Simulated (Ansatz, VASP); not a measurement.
## Cross-check of Ta3Au between VASP and Ansatz

Wanted: the spread between two codes on one cell, functional and k mesh. The cell is taken from a series of runs on this material, whose earlier steps may have relaxed, scaled, displaced or heated it; both programs get it as it stands.

Main program and level: Ansatz 0.2.0; plane waves, with VASP 6.6.1 beside it; relaxation of cell and atoms at r2SCAN and relaxation of cell and atoms at r2SCAN with rVV10.

### 1. Starting point

It takes space group Pm-3n (No. 223, cubic). The conventional cell has a = 5.220 Å, b = 5.220 Å, c = 5.220 Å, α = 90.00°, β = 90.00°, γ = 90.00°. Ta has 2 Ta at 2.61 Å and 4 Au at 2.92 Å nearest. Nearest to Au lie 12 Ta at 2.92 Å. Farther neighbours are not listed.

As a file:

```xyz
8
Lattice="5.2200 0.0000 0.0000 0.0000 5.2200 0.0000 0.0000 0.0000 5.2200" Properties=species:S:1:pos:R:3 pbc="T T T"
Ta    1.3050    0.0000    2.6100
Ta    2.6100    3.9150    0.0000
Ta    3.9150    0.0000    2.6100
Ta    2.6100    1.3050    0.0000
Ta    0.0000    2.6100    3.9150
Ta    0.0000    2.6100    1.3050
Au    0.0000    0.0000    0.0000
Au    2.6100    2.6100    2.6100
```

### 2. VASP: relaxation of cell and atoms, r2SCAN

The relaxed volume is the usual yardstick between codes: in a stiff, nearly cubic crystal its relative difference is about their pressure difference at one cell divided by the bulk modulus.

Lines of VASP's logs that name or quote its potential files are left out, and so is its time.

INCAR reads:

```
SYSTEM = Ta3Au
PREC = Accurate
ENCUT = 550
EDIFF = 1E-07
NELM = 120
ISMEAR = 0
SIGMA = 0.1
LREAL = .FALSE.
ALGO = Normal
METAGGA = R2SCAN
LASPH = .TRUE.
NBANDS = 54
LORBIT = 11
LWAVE = .FALSE.
LCHARG = .FALSE.
ISIF = 3
IBRION = 2
NSW = 80
EDIFFG = -0.005
GGA_COMPAT = .FALSE.
NELMIN = 4
LMIXTAU = .TRUE.
KPAR = 2
```

POSCAR reads:

```
Ta3Au
1.0
    5.2200000000      0.0000000000      0.0000000000
    0.0000000000      5.2200000000      0.0000000000
    0.0000000000      0.0000000000      5.2200000000
Ta Au
6 2
Direct
    0.2500000000      0.0000000000      0.5000000000
    0.5000000000      0.7500000000      0.0000000000
    0.7500000000      0.0000000000      0.5000000000
    0.5000000000      0.2500000000      0.0000000000
    0.0000000000      0.5000000000      0.7500000000
    0.0000000000      0.5000000000      0.2500000000
    0.0000000000      0.0000000000      0.0000000000
    0.5000000000      0.5000000000      0.5000000000
```

KPOINTS reads:

```
Automatic mesh
0
Gamma
6 6 6
0 0 0
```

Potentials, in the order of the species: Ta_pv and Au (PBE family, release 64).

On the command line:

```sh
$ mpirun -np 2 vasp_std
```

Numbers of over 12 decimals in the logs are rounded to 6 here.

Log:

```text
[banner, memory and clock lines left out]
running    2 mpi-ranks, on    1 nodes
 distrk:  each k-point on    1 cores,    2 groups
 distr:  one band on    1 cores,    1 groups

 POSCAR found type information on POSCAR TaAu
 POSCAR found :  2 types and       8 ions
|                                                                             |
|               ----> ADVICE to this user running VASP <----                  |
|                                                                             |
|     You enforced a specific xc type in the INCAR file but a different       |
|     [... a line on the potential file left out ...]
|     I HOPE YOU KNOW WHAT YOU ARE DOING!                                     |
|                                                                             |

 LDA part: xc-table for (None), standard interpolation
 POSCAR, INCAR and KPOINTS ok, starting setup
 FFT: planning ... GRIDC
 FFT: planning ... GRID_SOFT
 FFT: planning ... GRID
 WAVECAR not read
 entering main loop
       N       E                     dE             d eps       ncg     rms          rms(c)
DAV:   1     0.594781645717E+03    0.59478E+03   -0.50923E+04  2184   0.181E+03
DAV:   2    -0.371184176431E+03   -0.96597E+03   -0.94273E+03  2324   0.517E+02
DAV:   3    -0.422484574464E+03   -0.51300E+02   -0.49843E+02  2714   0.102E+02
DAV:   4    -0.423836947155E+03   -0.13524E+01   -0.13311E+01  2562   0.155E+01
DAV:   5    -0.423871929493E+03   -0.34982E-01   -0.34903E-01  2694   0.230E+00    0.378E+01
DAV:   6    -0.397277866547E+03    0.26594E+02   -0.44059E+01  2400   0.378E+01    0.205E+01
DAV:   7    -0.392440104328E+03    0.48378E+01   -0.62791E+00  2288   0.143E+01    0.805E+00
DAV:   8    -0.393215196774E+03   -0.77509E+00   -0.14573E+00  2512   0.664E+00    0.266E+00
DAV:   9    -0.392946320666E+03    0.26888E+00   -0.56078E-01  2372   0.410E+00    0.884E-01
DAV:  10    -0.393132380550E+03   -0.18606E+00   -0.36127E-01  2280   0.393E+00    0.578E-01
DAV:  11    -0.393182596118E+03   -0.50216E-01   -0.14341E-01  2274   0.247E+00    0.246E-01
DAV:  12    -0.393183463459E+03   -0.86734E-03   -0.46141E-03  2632   0.372E-01    0.145E-01
DAV:  13    -0.393182450290E+03    0.10132E-02   -0.17667E-03  2370   0.235E-01    0.117E-01
DAV:  14    -0.393183572625E+03   -0.11223E-02   -0.14479E-03  2316   0.230E-01    0.495E-02
DAV:  15    -0.393183671841E+03   -0.99216E-04   -0.13917E-04  2382   0.752E-02    0.111E-02
DAV:  16    -0.393183666223E+03    0.56187E-05   -0.24375E-05  2388   0.289E-02    0.718E-03
DAV:  17    -0.393183672368E+03   -0.61453E-05   -0.34472E-06  2428   0.132E-02    0.273E-03
DAV:  18    -0.393183673636E+03   -0.12681E-05   -0.10310E-06  2046   0.590E-03    0.117E-03
DAV:  19    -0.393183673545E+03    0.90666E-07   -0.47751E-07  2030   0.430E-03
   1 F= -.39318367E+03 E0= -.39315360E+03  d E =-.393184E+03
 curvature:   0.00 expect dE= 0.000E+00 dE for cont linesearch  0.000E+00
 trial: gam= 0.00000 g(F)=  0.602E-50 g(S)=  0.725E-02 ort = 0.000E+00 (trialstep = 0.100E+01)
 search vector abs. value=  0.725E-02
 bond charge predicted
       N       E                     dE             d eps       ncg     rms          rms(c)
DAV:   1    -0.393258699248E+03   -0.75026E-01   -0.22319E+00  2184   0.101E+01    0.235E+00
DAV:   2    -0.393189824652E+03    0.68875E-01   -0.21261E-01  2208   0.270E+00    0.953E-01
DAV:   3    -0.393179924303E+03    0.99003E-02   -0.23175E-02  2300   0.881E-01    0.339E-01
DAV:   4    -0.393177970295E+03    0.19540E-02   -0.94892E-03  2550   0.494E-01    0.223E-01
DAV:   5    -0.393176788162E+03    0.11821E-02   -0.18006E-03  2312   0.247E-01    0.934E-02
DAV:   6    -0.393177177632E+03   -0.38947E-03   -0.29889E-03  2262   0.317E-01    0.416E-02
DAV:   7    -0.393178320458E+03   -0.11428E-02   -0.27964E-04  2358   0.917E-02    0.354E-02
DAV:   8    -0.393178375495E+03   -0.55037E-04   -0.13225E-05  2496   0.181E-02    0.222E-02
DAV:   9    -0.393178404947E+03   -0.29452E-04   -0.14527E-05  2316   0.259E-02    0.820E-03
DAV:  10    -0.393178409759E+03   -0.48121E-05   -0.49260E-06  2382   0.123E-02    0.210E-03
DAV:  11    -0.393178412490E+03   -0.27304E-05   -0.11885E-06  2212   0.686E-03    0.732E-04
DAV:  12    -0.393178412506E+03   -0.16791E-07   -0.36329E-08  1308   0.112E-03
   2 F= -.39317841E+03 E0= -.39314817E+03  d E =0.526104E-02
 trial-energy change:    0.005261  1 .order    0.005404   -0.007253    0.018060
 step:   0.2935(harm=  0.2865)  dis= 0.00000  next Energy=  -393.184742 (dE=-0.107E-02)
 bond charge predicted
       N       E                     dE             d eps       ncg     rms          rms(c)
DAV:   1    -0.393224825717E+03   -0.46413E-01   -0.11230E+00  2172   0.722E+00    0.167E+00
DAV:   2    -0.393190394571E+03    0.34431E-01   -0.10291E-01  2166   0.187E+00    0.680E-01
DAV:   3    -0.393185565272E+03    0.48293E-02   -0.11332E-02  2254   0.601E-01    0.253E-01
DAV:   4    -0.393184546646E+03    0.10186E-02   -0.46445E-03  2524   0.346E-01    0.163E-01
DAV:   5    -0.393183893589E+03    0.65306E-03   -0.88249E-04  2306   0.172E-01    0.581E-02
DAV:   6    -0.393184157320E+03   -0.26373E-03   -0.14193E-03  2226   0.219E-01    0.281E-02
DAV:   7    -0.393184721278E+03   -0.56396E-03   -0.14643E-04  2364   0.699E-02    0.232E-02
DAV:   8    -0.393184734885E+03   -0.13606E-04   -0.40332E-06  2542   0.941E-03    0.164E-02
DAV:   9    -0.393184744142E+03   -0.92567E-05   -0.52504E-06  2334   0.156E-02    0.748E-03
DAV:  10    -0.393184748966E+03   -0.48248E-05   -0.29361E-06  2348   0.940E-03    0.192E-03
DAV:  11    -0.393184751089E+03   -0.21223E-05   -0.77639E-07  2160   0.504E-03    0.702E-04
DAV:  12    -0.393184751096E+03   -0.76325E-08   -0.38473E-08  1284   0.126E-03
   3 F= -.39318475E+03 E0= -.39315464E+03  d E =-.107755E-02
 curvature:  -0.14 expect dE=-0.326E-06 dE for cont linesearch -0.326E-06
 trial: gam= 0.00000 g(F)=  0.350E-49 g(S)=  0.228E-05 ort =-0.129E-03 (trialstep = 0.859E+00)
 search vector abs. value=  0.228E-05
 reached required accuracy - stopping structural energy minimisation
```

OUTCAR, selected parts (step 2):

```text
ion  position               nearest neighbor table
   1  0.250  0.000  0.500-   3 2.61   3 2.61   8 2.92   7 2.92   8 2.92   7 2.92   4 3.20   2 3.20
                             4 3.20   2 3.20   5 3.20   6 3.20   6 3.20   5 3.20
   2  0.500  0.750  0.000-   4 2.61   4 2.61   8 2.92   8 2.92   7 2.92   7 2.92   3 3.20   3 3.20
                             1 3.20   1 3.20   6 3.20   5 3.20   6 3.20   5 3.20
   3  0.750  0.000  0.500-   1 2.61   1 2.61   8 2.92   7 2.92   8 2.92   7 2.92   4 3.20   2 3.20
                             4 3.20   2 3.20   5 3.20   6 3.20   6 3.20   5 3.20
   4  0.500  0.250  0.000-   2 2.61   2 2.61   8 2.92   8 2.92   7 2.92   7 2.92   3 3.20   1 3.20
                             3 3.20   1 3.20   6 3.20   5 3.20   6 3.20   5 3.20
   5  0.000  0.500  0.750-   6 2.61   6 2.61   8 2.92   7 2.92   7 2.92   8 2.92   3 3.20   4 3.20
                             1 3.20   3 3.20   1 3.20   2 3.20   4 3.20   2 3.20
   6  0.000  0.500  0.250-   5 2.61   5 2.61   8 2.92   7 2.92   7 2.92   8 2.92   3 3.20   4 3.20
                             1 3.20   3 3.20   1 3.20   2 3.20   4 3.20   2 3.20
   7  0.000  0.000  0.000-   1 2.92   2 2.92   3 2.92   4 2.92   5 2.92   6 2.92   1 2.92   3 2.92
                             5 2.92   6 2.92   2 2.92   4 2.92
   8  0.500  0.500  0.500-   1 2.92   2 2.92   3 2.92   4 2.92   5 2.92   6 2.92   2 2.92   4 2.92
                             1 2.92   3 2.92   5 2.92   6 2.92

  LATTYP: Found a simple cubic cell.
 ALAT       =     5.2200000000

 Subroutine GETGRP returns: Found 48 space group operations
 (whereof 24 operations were pure point group operations)

The static configuration has the point symmetry T_h .
 The point group associated with its full space group is O_h .

 Found     20 irreducible k-points:

   k-points           NKPTS =     20   k-points in BZ     NKDIM =     20   number of bands    NBANDS=     54

   dimension x,y,z NGX =    40 NGY =   40 NGZ =   40
   dimension x,y,z NGXF=    80 NGYF=   80 NGZF=   80

   ENCUT  =  550.0 eV  40.42 Ry    6.36 a.u.   9.98  9.98  9.98*2*pi/ulx,y,z

   NELECT =      88.0000    total number of electrons

 k-points in reciprocal lattice and weights: Automatic mesh
   0.00000000  0.00000000  0.00000000       0.005
   0.16666667  0.00000000  0.00000000       0.028
   0.33333333  0.00000000  0.00000000       0.028
   0.50000000  0.00000000  0.00000000       0.014
   0.16666667  0.16666667  0.00000000       0.056
   0.33333333  0.16666667  0.00000000       0.111
   0.50000000  0.16666667  0.00000000       0.056
   0.33333333  0.33333333  0.00000000       0.056
   0.50000000  0.33333333  0.00000000       0.056
[...]
0.50000000  0.50000000  0.33333333       0.028
   0.50000000  0.50000000  0.50000000       0.005

 average (electrostatic) potential at core
       1 -41.3001       2 -41.3001       3 -41.3001       4 -41.3001       5 -41.3001
       6 -41.3001       7 -73.3482       8 -73.3482

 E-fermi :   6.9974

 k-point     1 :       0.0000    0.0000    0.0000
  band No.  band energies     occupation
    ...
     41       4.8259      2.00000
     42       4.8259      2.00000
     43       5.2491      2.00000
     44       6.9754      1.24387
     45       6.9754      1.24386
     46       7.3140      0.00001
     47       7.3140      0.00001
     48       7.3140      0.00001
     49      10.0303      0.00000
     50      10.0303      0.00000
    ...

 k-point     2 :       0.1667    0.0000    0.0000
  band No.  band energies     occupation
    ...
     40       4.8603      2.00000
     41       4.9622      2.00000
     42       4.9622      2.00000
     43       5.4494      2.00000
     44       6.9684      1.31845
     45       7.1205      0.08160
     46       7.2615      0.00019
     47       7.3306      0.00000
     48       7.3306      0.00000
     49      10.0269      0.00000
    ...

 k-point     3 :       0.3333    0.0000    0.0000
  band No.  band energies     occupation
    ...
     41       5.5224      2.00000
     42       5.6003      2.00000
     43       5.9608      2.00000
     44       6.9271      1.68012
     45       7.0419      0.52906
     46       7.1373      0.04792
     47       7.1373      0.04792
     48       7.3052      0.00001
     49       9.9260      0.00000
     50      10.0679      0.00000
    ...

  Total        0.0112230      0.0112230      0.0112230      0.0000000     -0.0000000      0.0000000
  in kB        0.1268440      0.1268440      0.1268440      0.0000000     -0.0000000      0.0000000
  external PRESSURE =       0.1268440 kB  Pullay stress =       0.0000000 kB

  energy-cutoff  :      550.00
  volume of cell :      141.76
      direct lattice vectors                 reciprocal lattice vectors
     5.214149611  0.000000000 -0.000000000     0.191785828 -0.000000000 -0.000000000
     0.000000000  5.214149611 -0.000000000    -0.000000000  0.191785828  0.000000000
     0.000000000 -0.000000000  5.214149611     0.000000000  0.000000000  0.191785828

 POSITION                                       TOTAL-FORCE (eV/Angst)
 -----------------------------------------------------------------------------------
      1.30354     -0.00000      2.60707        -0.000000      0.000000      0.000000
      2.60707      3.91061     -0.00000         0.000000      0.000000      0.000000
      3.91061      0.00000      2.60707         0.000000      0.000000     -0.000000
      2.60707      1.30354     -0.00000        -0.000000     -0.000000      0.000000
      0.00000      2.60707      3.91061         0.000000     -0.000000      0.000000
      0.00000      2.60707      1.30354         0.000000     -0.000000     -0.000000
      0.00000      0.00000      0.00000        -0.000000     -0.000000     -0.000000
      2.60707      2.60707      2.60707        -0.000000     -0.000000     -0.000000
 -----------------------------------------------------------------------------------
    total drift:                               -0.000000     -0.000000      0.000000

  FREE ENERGIE OF THE ION-ELECTRON SYSTEM (eV)
  ---------------------------------------------------
  free  energy   TOTEN  =      -393.1847510963 eV

  energy  without entropy=     -393.1245240639  energy(sigma->0) =     -393.15463758

 reached required accuracy - stopping structural energy minimisation

 total charge
# of ion       s       p       d       tot
------------------------------------------
    1        0.363   6.171   2.357   8.891
    2        0.363   6.171   2.357   8.891
    3        0.363   6.171   2.357   8.891
    4        0.363   6.171   2.357   8.891
    5        0.363   6.171   2.357   8.891
    6        0.363   6.171   2.357   8.891
    7        0.715   0.693   8.487   9.895
    8        0.715   0.693   8.487   9.895
--------------------------------------------------
tot          3.610  38.411  31.115  73.136

[... 3 further parts left out ...]
```

CONTCAR:

```
Ta3Au
   1.00000000000000
     5.2141496114630055    0.0000000000000000   -0.0000000000000000
     0.0000000000000000    5.2141496114630055   -0.0000000000000000
     0.0000000000000000   -0.0000000000000000    5.2141496114630055
  Ta              Au
     6     2
Direct
     0.2500000000000000    0.0000000000000000    0.5000000000000000
     0.5000000000000000    0.7500000000000000    0.0000000000000000
     0.7500000000000000    0.0000000000000000    0.5000000000000000
     0.5000000000000000    0.2500000000000000    0.0000000000000000
     0.0000000000000000    0.5000000000000000    0.7500000000000000
     0.0000000000000000    0.5000000000000000    0.2500000000000000
     0.0000000000000000    0.0000000000000000    0.0000000000000000
     0.5000000000000000    0.5000000000000000    0.5000000000000000
```

(Part 1 of 2 ends here.)

[Lines on the potential files, build, host, timing and source positions are cut from VASP's logs without a mark.]

[Logs are printed without paths, hosts, clocks, repeated set-up lines and the standing remarks that a program may print on its own settings, such as how far it seeks lower states.]

[Hosts, paths, dates, database ids (printed as entryN), source tags and the programs' standing remarks are cut or masked in the printed files.]
